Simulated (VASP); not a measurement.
Runs of VASP 6.6.1 on Mo. The structure is cubic, space group Im-3m (No. 229). Conventional cell: a = 3.168 Å, b = 3.168 Å, c = 3.168 Å, α = 90.00°, β = 90.00°, γ = 90.00°. Mo (site symmetry m-3m) is surrounded by 8 Mo at 2.74 Å. 

```tsv
task	level	potentials or basis	cell	cutoff (eV)	smearing	gap on the mesh (eV)	pressure (GPa)	relaxed volume (Å³/atom)
relaxation of cell and atoms	BLYP	VASP PAW PBE potentials, release 64 (Mo_sv)	relaxed	600	fermi-dirac 0.05 eV	none	0.0	16.46
single point	LDA	VASP PAW LDA potentials, release 64 (Mo_pv)	as given	520	gaussian 0.02 eV	none	-14.0	-
relaxation of cell and atoms	revPBE+D4	VASP PAW PBE potentials, release 64 (Mo_sv)	relaxed	600	fermi-dirac 0.05 eV	none	0.0	15.39
single point	LDA	VASP PAW LDA potentials, release 54 (Mo_sv)	as given	520	gaussian 0.02 eV	none	(a)	-
```

Alike in all rows: no spin polarisation; k mesh 12 × 12 × 12.

Q: Estimate the missing entries.

A: (a) -13.1.

Caveats: the PAW data sets were made with another functional, which shifts forces and pressure a little (some runs); pairwise dispersion overbinds metals, which lowers pressure and volume (some runs).

A k mesh can miss the band edges, and the runs leave out spin-orbit coupling on Mo.

A gap of «none» marks a metal or a gap under the smearing width.

Not every run made on this cell is shown here.
